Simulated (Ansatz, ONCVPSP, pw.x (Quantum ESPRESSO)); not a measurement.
# pw.x on fcc Be: one setting changed

Potential: optimised norm-conserving Vanderbilt (ONCV), ONCVPSP 4.0.1.1 (patched build), PBE; core [He], reference 2s1.5 2p0.5; waves: 2s: rc 1.50 bohr, ncon 4, nbas 8, qcut 4.6 1/bohr, 2 projectors, debl 1 Ha; 2p: rc 4.00 bohr, ncon 4, nbas 8, qcut 4 1/bohr, 2 projectors, debl 3 Ha; d scattering state at 0.06 Ha: rc 3.80 bohr, ncon 3, nbas 8, qcut 2.8 1/bohr, 3 projectors, debl 2 Ha; local part: polynomial inside 1.20 bohr (lpopt 4, dvloc0 3 Ha); core correction: Teter function, fcfact 3, rcfact 1.45.

The reference run (k-mesh 18³, cutoffs 50/200 Ry, Fermi–Dirac 0.01 Ry, mixing_beta 0.4, conv_thr 1e-9, no spin) gives -0.01 GPa at 7.914 Å³/atom, where all-electron LAPW gives -0.36 GPa. This run, with its own iteration cap, changes ecutwfc (ecutrho with it) to 3, a wrong or extreme entry chosen on purpose.

```
&control
  calculation='scf', prefix='x', pseudo_dir='./', outdir='./tmp', tstress=.true., disk_io='none'
/
&system
  ibrav=0, nat=1, ntyp=1, ecutwfc=3, ecutrho=12, nbnd=8,
  occupations='smearing', smearing='fd', degauss=0.01
/
&electrons
  conv_thr=1e-09, mixing_beta=0.4, electron_maxstep=70
/
ATOMIC_SPECIES
Be 1.0 Be.UPF
CELL_PARAMETERS angstrom
  0.00000000 1.58169236 1.58169236
  1.58169236 0.00000000 1.58169236
  1.58169236 1.58169236 0.00000000
ATOMIC_POSITIONS crystal
Be 0.0000 0.0000 0.0000
K_POINTS automatic
18 18 18 0 0 0
```

```bash
pw.x < Be.scf.in > Be.scf.out
```

Task: How does the run end?

Result: It stops with "memory_report: more bands than PWs!".

```
Message from routine setup:
     using ibrav=0 with symmetry is DISCOURAGED, use correct ibrav instead
     lattice parameter (alat)  =       4.2270  a.u.
     unit-cell volume          =      53.4063 (a.u.)^3
     number of electrons       =         2.00
     number of Kohn-Sham states=            8
     kinetic-energy cutoff     =       3.0000  Ry
     charge density cutoff     =      12.0000  Ry
     scf convergence threshold =      1.0E-09
     Exchange-correlation= PBE
     number of k points=   195  Fermi-Dirac smearing, width (Ry)=  0.0100
     Error in routine memory_report (1):
     more bands than PWs!
```
